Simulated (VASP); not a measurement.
Set up this calculation in VASP 6.6.1, as the native input.

```yaml
Task: relaxation of the atoms
Functional: LDA
Potentials_or_basis: VASP PAW LDA potentials, release 64 (Te, Mo_sv)
Cutoff: 520 eV
k_mesh: 10 × 10 × 3
Occupations: gaussian, width 0.05 eV
Spin: no spin polarisation
Further_INCAR_settings: ALGO = Normal; EDIFF = 1e-07; IBRION = 2; EDIFFG = -0.01; NSW = 60
```

The structure of Te2Mo lies in POSCAR:

```
Te2Mo
1.0
    3.5182000000      0.0000000000      0.0000000000
   -1.7591000000      3.0468505800      0.0000000000
    0.0000000000      0.0000000000     14.6722800000
Te Mo
4 2
Direct
    0.3333333300      0.6666666700      0.6271428600
    0.6666666700      0.3333333300      0.1271428600
    0.3333333300      0.6666666700      0.8728571400
    0.6666666700      0.3333333300      0.3728571400
    0.3333333300      0.6666666700      0.2500000000
    0.6666666700      0.3333333300      0.7500000000
```

These files were run (other wordings do the same):

INCAR

```
SYSTEM = Te2Mo
ALGO     = Normal         ! electronic algorithm
EDIFF    = 1E-7           ! SCF threshold, eV
EDIFFG   = -0.01          ! ionic threshold
ENCUT    = 520            ! plane-wave cutoff, eV
GGA      = CA             ! functional
IBRION   = 2              ! ionic algorithm
ISIF     = 2              ! what is computed and relaxed
ISMEAR   = 0              ! smearing method
KPAR     = 2            
LASPH    = .TRUE.         ! aspherical terms in the spheres
LCHARG   = .FALSE.        ! write CHGCAR
LREAL    = .FALSE.        ! projectors in reciprocal space
LWAVE    = .FALSE.        ! write WAVECAR
NELM     = 100            ! most SCF steps
NSW      = 60             ! ionic steps
PREC     = Accurate       ! precision mode
SIGMA    = 0.05           ! smearing width, eV
```

KPOINTS

```
k-points
0
G
  10 10 3
  0 0 0
```

Potentials or basis: VASP PAW LDA potentials, release 64 (Te, Mo_sv).

The run is started by

```sh
$ cat potpaw_LDA.64/Te/POTCAR potpaw_LDA.64/Mo_sv/POTCAR > POTCAR
$ mpirun -np 2 vasp_std > vasp.out
```

Results of the run:

```
Energy gained by relaxing    : 1.0 meV/atom
Ionic steps                  : 3
Pressure after relaxing      : -2.1 GPa
Largest force after relaxing : 0.004 eV/Å
Band gap on the k mesh       : 0.93 eV, indirect (least direct gap 1.20 eV)
```

Caveat: spin-orbit coupling is left out, which moves the levels of the heavy elements; an odd mesh through Γ misses points on the zone boundary, where band edges often lie.

Wall time 2.5 min on 2 MPI ranks on AMD EPYC 7R13 Processor (Zen 3), with other jobs on the host, peak memory 0.28 GiB a rank.
